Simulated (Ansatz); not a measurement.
# Relaxation of Ir

Method: DFT r2SCAN, scalar-relativistic, plane waves, PAW (Ansatz 0.2.0). Run with 500 eV cutoff, 12×12×16 k-mesh, Gaussian smearing of 0.10 eV, no spin polarisation.

What was changed in Ti: Ti → Ir on all its sites, cell and atoms relaxed.

Spin–orbit coupling is left out, which can shift energies with elements as heavy as these.

Command:

```bash
ansatz run input.yaml --threads 1 --pin off --max-ram 2560MiB --backend cpu --events-out ev --progress --plain --runs-dir out
```

Input:

```yaml
crystal:
  lattice:
    - [4.348876072, 0.0, 0.0]
    - [-2.174438036, 3.7662371562, 0.0]
    - [0.0, 0.0, 2.6799618926]
  atoms:
    - { symbol: Ir, position: [0.0, 0.0, 0.0] }
    - { symbol: Ir, position: [0.3333333333, 0.6666666667, 0.5] }
    - { symbol: Ir, position: [0.6666666667, 0.3333333333, 0.5] }
basis:
  ecutwfc: 500
kpoints:
  mp_grid: { grid: [12, 12, 16] }
hamiltonian:
  xc: r2scan
scf:
  occupations: { method: gaussian, width: 0.1 }
output:
  forces: true
  stress: true
  eigenvalues: true
relax:
  adjacent_minimum: "off"
  f_tol: 0.01
  max_steps: 60
  cell: { stress_tol: 0.1 }
```

F is the free energy. Steps run on the plane waves of an earlier cell, but the last one, and at times one on the way, on a freshly chosen basis, so a repeated geometry can differ a little in energy.

Steps:

```csv
step,F − F(1) (eV),largest force component (eV/Å),V (Å³/atom),P (GPa)
1,0.0000,0.000,14.632,0.32
2,0.0002,0.000,14.670,-0.62
3,0.0000,0.000,14.645,-0.01
4,-0.0001,0.000,14.645,-0.01
```

Relaxed structure:

```yaml
crystal:
  lattice:
    - [4.35085, 0.00000, 0.00000]
    - [-2.17543, 3.76795, 0.00000]
    - [0.00000, 0.00000, 2.67993]
  atoms:
    - { symbol: Ir, position: [0.00000, 0.00000, 0.00000] }
    - { symbol: Ir, position: [0.33333, 0.66667, 0.50000] }
    - { symbol: Ir, position: [0.66667, 0.33333, 0.50000] }
```

The structure is hexagonal, space group P6/mmm (No. 191). Conventional cell: a = 4.351 Å, b = 4.351 Å, c = 2.680 Å, α = 90.00°, β = 90.00°, γ = 120.00°. Around Ir (site symmetry 6/mmm) lie 14 Ir at 2.68 to 2.85 Å. Ir (site symmetry -6m2) is surrounded by 11 Ir at 2.51 to 2.85 Å.

The run converged. Time: 57 s on 1 thread of Oxide Virtual Turin-like Processor (Zen 5), with other jobs on the host, peak memory 0.61 GiB.